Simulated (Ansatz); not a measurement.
# Ba (Im-3m) in Ansatz: a series of runs

One crystal, Ba, is run at these levels: PBE; tasks: single point, equation of state.

Everything below comes from runs of Ansatz 0.2.0. Logs are shortened: lines on timing, memory, paths and dates and some standing lists are left out, and cuts for length are marked.

## 1. The structure

It takes space group Im-3m (No. 229, cubic). Conventional cell: a = 5.013 Å, b = 5.013 Å, c = 5.013 Å, α = 90.00°, β = 90.00°, γ = 90.00°. Around Ba (site symmetry m-3m) lie 8 Ba at 4.34 Å.

## 2. Single point, PBE, 59.21 Å³/atom (volume scaled by 0.94)

input.yaml

```yaml
crystal:
  lattice:
    - [-2.4553325815, 2.4553325815, 2.4553325815]
    - [2.4553325815, -2.4553325815, 2.4553325815]
    - [2.4553325815, 2.4553325815, -2.4553325815]
  atoms:
    - { symbol: Ba, position: [0.0, 0.0, 0.0] }
hamiltonian:
  xc: pbe
  pseudopotentials: { kind: nc, accuracy: standard }
kpoints:
  mp_grid: { grid: [8, 8, 8] }
scf:
  occupations: { method: fermi_dirac, width: 0.05 }
output:
  forces: true
  stress: true
  eigenvalues: true
```

Potentials or basis: PseudoDojo standard (PBE files).

Run with:

```sh
ansatz run input.yaml --threads 2 --pin off --max-ram 5632MiB --backend cpu --events-out ev --progress --plain --runs-dir out
```

The log of the run:

```text
Warning: RAYON_NUM_THREADS=2 ignored (pool sized by the plan → 2); use --threads N
Engine: ansatz 0.2.0, aarch64-unknown-linux-gnu
Pseudopotentials: kind: nc
Pseudopotential: Ba, nc, valence charge 10, recommended cutoff 770 eV (normal), Ba.nc.azcp (PseudoDojo's, or run here from an input of PseudoDojo's; its table is named by hamiltonian.pseudopotentials.accuracy)
Functional definition: PBE
  parameter kappa = 0.804
  parameter beta = 0.06672455060314922
  exchange = pbe_x(kappa = kappa, mu = beta*pi^2/3)
  correlation = pbe_c(beta = beta)
Crystal: 1 atoms, lattice volume = 59.209 Å³
Basis set: ecut = 770 eV, 2899 PW (Γ), exchange–correlation on 80×80×80 points (8 copies of the dense FFT grid, shifted against one another)
Bands: 9, of which v1, the nominal top of the filled ones, is band 5 counted from 1 (4 counted from 0)
Symmetry: 48 space group operations
Space group: Im-3m (ITA 229), of the structure as read, at distance tolerance 3.9e-5 Å
k-points: 29 of 512
Non-local potential: Ba, projectors of the file, l = 0: 2, l = 1: 2, l = 2: 2, l = 3: 2
Initial density: superposition of atomic densities (chi_scale 0.1, normalization cell)
Initial wavefunctions: pseudopotential atomic-orbital guess
Functional: x = pbe(κ = 0.804, μ = 0.2195149727645171), c = pbe(β = 0.06672455060314922)
SCF iter   1: F=—  HF=-761.874412 eV  |F-HF|=—  |Δ(HF+E_count)|=         —  Δρ=5.62e-3  dr2=1.36e-2  ethr=3.10e-3  ⟨swp⟩=12.9  Hψ=3856  notcnv=0
preconditioner: auto → none  [insulator: Δε(μ)=0.252 eV  Ē_g=2.883 eV  σ=0.050 eV  W_gap=0.80  n_scr=12 (ndim 8)  ℏωp=6.8 eV  f_vac=0.000  D(μ)=0.78/eV (n_scr^D=0)  ε∞_Penn≈6.6]
SCF iter   2: F=—  HF=-761.877352 eV  |F-HF|=—  |Δ(HF+E_count)|=   2.94e-3  Δρ=2.68e-3  dr2=3.12e-3  ethr=1.36e-4  ⟨swp⟩=3.7  Hψ=697  notcnv=0
SCF iter   3: F=—  HF=-761.879104 eV  |F-HF|=—  |Δ(HF+E_count)|=   1.75e-3  Δρ=2.36e-4  dr2=3.82e-5  ethr=3.12e-5  ⟨swp⟩=2.2  Hψ=371  notcnv=0
SCF iter   4: F=—  HF=-761.879137 eV  |F-HF|=—  |Δ(HF+E_count)|=   3.34e-5  Δρ=4.65e-5  dr2=8.12e-7  ethr=3.82e-7  ⟨swp⟩=3.0  Hψ=425  notcnv=0
SCF iter   5: F=-761.879138 eV  HF=-761.879138 eV  |F-HF|=3.37e-10  |Δ(HF+E_count)|=   3.41e-7  Δρ=2.43e-6  dr2=2.27e-9  ethr=1.00e-9  ⟨swp⟩=11.3  Hψ=2012  notcnv=0
SCF 1 converged in 5 iterations: F = -761.879138 eV  dr2 = 2.27e-9
SCF converged after 5 iterations
Free energy (F): -761.879138 eV
Harris-Foulkes:  -761.879138 eV  (|F-HF|=3.37e-10)
Internal energy: -761.871830 eV  (E = F + TS)
E sigma→0 (E₀):  -761.875484 eV
Entropy (-TS):   -0.007307 eV (-7.307 meV/atom)
Fermi energy:    6.322428 eV
--- Per-component energies (eV) ---
  E_band       = -78.944742
  E_kinetic    = 176.844224
  E_local      = -444.107069  (includes V_loc(G=0)·N_el)
  E_nonlocal   = 105.245990
  E_hartree    = 111.646415
  E_xc         = -177.931398
  E_vxc        = -140.221283  (∫ρ·V_xc dr)
  E_ewald      = -533.569993
  E_smearing   = -0.007307  (= −TS)
  E_closure    = -0.000000  (closes the sum)
  Σ components = -761.879138   (vs F -761.879138, Δ=0.00e0)
--- Forces (eV/Å), atoms counted from 1 ---
  atom   1  Ba     0.00000000     0.00000000     0.00000000
  max |Σ_I F_I| component: 7.70e-33 eV/Å
--- Stress (GPa, compression-positive) ---
        0.595321       0.000000      -0.000000
       -0.000000       0.595321       0.000000
        0.000000      -0.000000       0.595321
  P = ⅓ Tr σ = 0.5953 GPa (5.953 kbar)
--- Band table (eV; the first three rows and the last of 29) ---
  k-point 0: bands = ["-22.4305", "-7.3317", "-7.3317", "-7.3317", "3.5886", "8.2682", "8.2682", "8.2682", "9.7532"]
  k-point 1: bands = ["-22.4223", "-7.4200", "-7.3585", "-7.3324", "3.8961", "8.0128", "8.0784", "8.5680", "9.3935"]
  k-point 2: bands = ["-22.4024", "-7.6233", "-7.4220", "-7.3341", "4.6546", "7.5282", "7.5416", "9.4263", "9.4698"]
  k-point 28: bands = ["-22.3324", "-7.7162", "-7.7162", "-7.7162", "5.7308", "5.7308", "10.6240", "10.6240", "10.6240"]
```

Run time: 1 s. Hardware: 2 threads of Arm Neoverse V2, shared host; peak memory 0.32 GiB.

What came out:

| Property | Result |
| --- | --- |
| Free energy | -761.8791 eV |
| Pressure | 0.6 GPa |
| Band gap on the k mesh | none (metal or under the smearing width) |

## 3. Single point, PBE, 60.47 Å³/atom (volume scaled by 0.96)

Changes to input.yaml since step 2:

```diff
@@ -2,5 +2,5 @@
   lattice:
-    - [-2.4553325815, 2.4553325815, 2.4553325815]
-    - [2.4553325815, -2.4553325815, 2.4553325815]
-    - [2.4553325815, 2.4553325815, -2.4553325815]
+    - [-2.4726242257, 2.4726242257, 2.4726242257]
+    - [2.4726242257, -2.4726242257, 2.4726242257]
+    - [2.4726242257, 2.4726242257, -2.4726242257]
   atoms:
```

Potentials or basis: PseudoDojo standard (PBE files).

Run with:

```sh
ansatz run input.yaml --threads 2 --pin off --max-ram 5632MiB --backend cpu --events-out ev --progress --plain --runs-dir out
```

Run time: 1.1 s. Hardware: 2 threads of Arm Neoverse V2, shared host; peak memory 0.32 GiB.

The run converged. Its results:

| Item | Value |
| --- | --- |
| Free energy | -761.8829 eV |
| Pressure | 0.4 GPa |
| Band gap on the k mesh | none (metal or under the smearing width) |

## 4. Single point, PBE, 61.73 Å³/atom (volume scaled by 0.98)

Changes to input.yaml since step 3:

```diff
@@ -2,5 +2,5 @@
   lattice:
-    - [-2.4726242257, 2.4726242257, 2.4726242257]
-    - [2.4726242257, -2.4726242257, 2.4726242257]
-    - [2.4726242257, 2.4726242257, -2.4726242257]
+    - [-2.4896773455, 2.4896773455, 2.4896773455]
+    - [2.4896773455, -2.4896773455, 2.4896773455]
+    - [2.4896773455, 2.4896773455, -2.4896773455]
   atoms:
```

Run with:

```sh
ansatz run input.yaml --threads 2 --pin off --max-ram 5632MiB --backend cpu --events-out ev --progress --plain --runs-dir out
```

Wall time 1.1 s (2 threads of Arm Neoverse V2, shared host); peak memory 0.32 GiB.

It converged, with:

```
Free energy            : -761.8851 eV
Pressure               : 0.2 GPa
Band gap on the k mesh : none (metal or under the smearing width)
```

## 5. Single point, PBE, 62.99 Å³/atom

Changes to input.yaml since step 4:

```diff
@@ -2,5 +2,5 @@
   lattice:
-    - [-2.4896773455, 2.4896773455, 2.4896773455]
-    - [2.4896773455, -2.4896773455, 2.4896773455]
-    - [2.4896773455, 2.4896773455, -2.4896773455]
+    - [-2.5065, 2.5065, 2.5065]
+    - [2.5065, -2.5065, 2.5065]
+    - [2.5065, 2.5065, -2.5065]
   atoms:
```

Run with:

```sh
ansatz run input.yaml --threads 2 --pin off --max-ram 5632MiB --backend cpu --events-out ev --progress --plain --runs-dir out
```

Run time: 1.2 s. Hardware: 2 threads of Arm Neoverse V2, shared host; peak memory 0.32 GiB.

The run converged. Its results:

```yaml
Free_energy: -761.8857 eV
Pressure: 0.0 GPa
Band_gap_on_the_k_mesh: none (metal or under the smearing width)
```

## 6. Single point, PBE, 64.25 Å³/atom (volume scaled by 1.02)

Changes to input.yaml since step 5:

```diff
@@ -2,5 +2,5 @@
   lattice:
-    - [-2.5065, 2.5065, 2.5065]
-    - [2.5065, -2.5065, 2.5065]
-    - [2.5065, 2.5065, -2.5065]
+    - [-2.5230998215, 2.5230998215, 2.5230998215]
+    - [2.5230998215, -2.5230998215, 2.5230998215]
+    - [2.5230998215, 2.5230998215, -2.5230998215]
   atoms:
```

Potentials or basis: PseudoDojo standard (PBE files).

Run with:

```sh
ansatz run input.yaml --threads 2 --pin off --max-ram 5632MiB --backend cpu --events-out ev --progress --plain --runs-dir out
```

It took 1.2 s on 2 threads of Arm Neoverse V2, shared host; peak memory 0.32 GiB.

Results (log left out):

- Free energy: -761.8849 eV
- Pressure: -0.2 GPa
- Band gap on the k mesh: none (metal or under the smearing width)

## 7. Single point, PBE, 65.51 Å³/atom (volume scaled by 1.04)

input.yaml

```yaml
crystal:
  lattice:
    - [-2.5394840457, 2.5394840457, 2.5394840457]
    - [2.5394840457, -2.5394840457, 2.5394840457]
    - [2.5394840457, 2.5394840457, -2.5394840457]
  atoms:
    - { symbol: Ba, position: [0.0, 0.0, 0.0] }
hamiltonian:
  xc: pbe
  pseudopotentials: { kind: nc, accuracy: standard }
kpoints:
  mp_grid: { grid: [8, 8, 8] }
scf:
  occupations: { method: fermi_dirac, width: 0.05 }
output:
  forces: true
  stress: true
  eigenvalues: true
  write_density: true
  write_potential: true
  elf: true
  volumetric_format: npy
```

Run with:

```sh
ansatz run input.yaml --threads 2 --pin off --max-ram 5632MiB --backend cpu --events-out ev --progress --plain --runs-dir out
```

Wall time 1.7 s (2 threads of Arm Neoverse V2, shared host); peak memory 0.33 GiB.

The run converged. Its results:

| Quantity | Value |
| --- | --- |
| Free energy | -761.8828 eV |
| Pressure | -0.3 GPa |
| Band gap on the k mesh | none (metal or under the smearing width) |

## 8. Single point, PBE, 66.77 Å³/atom (volume scaled by 1.06)

input.yaml

```yaml
crystal:
  lattice:
    - [-2.5556595394, 2.5556595394, 2.5556595394]
    - [2.5556595394, -2.5556595394, 2.5556595394]
    - [2.5556595394, 2.5556595394, -2.5556595394]
  atoms:
    - { symbol: Ba, position: [0.0, 0.0, 0.0] }
hamiltonian:
  xc: pbe
  pseudopotentials: { kind: nc, accuracy: standard }
kpoints:
  mp_grid: { grid: [8, 8, 8] }
scf:
  occupations: { method: fermi_dirac, width: 0.05 }
output:
  forces: true
  stress: true
  eigenvalues: true
```

Run with:

```sh
ansatz run input.yaml --threads 2 --pin off --max-ram 5632MiB --backend cpu --events-out ev --progress --plain --runs-dir out
```

Run time: 1.2 s. Hardware: 2 threads of Arm Neoverse V2, shared host; peak memory 0.35 GiB.

Results (log left out):

```
Free energy            : -761.8795 eV
Pressure               : -0.5 GPa
Band gap on the k mesh : none (metal or under the smearing width)
```

## 9. Equation of state, PBE

Potentials or basis: PseudoDojo standard.

This step only gathers the single runs of the series.

Results:

```yaml
Equilibrium_volume: 62.88 Å³/atom
Bulk_modulus: 9.0 GPa
Pressure_derivative_of_the_bulk_modulus: 3.2
```

Energy against volume, from the lowest point:
| volume (Å³/atom) | energy (meV/atom) |
| --- | --- |
| 59.209 | 6.55 |
| 60.469 | 2.74 |
| 61.729 | 0.61 |
| 62.989 | 0.00 |
| 64.249 | 0.80 |
| 65.508 | 2.90 |
| 66.768 | 6.19 |

Spin-orbit coupling is left out, which matters for the levels of Ba.
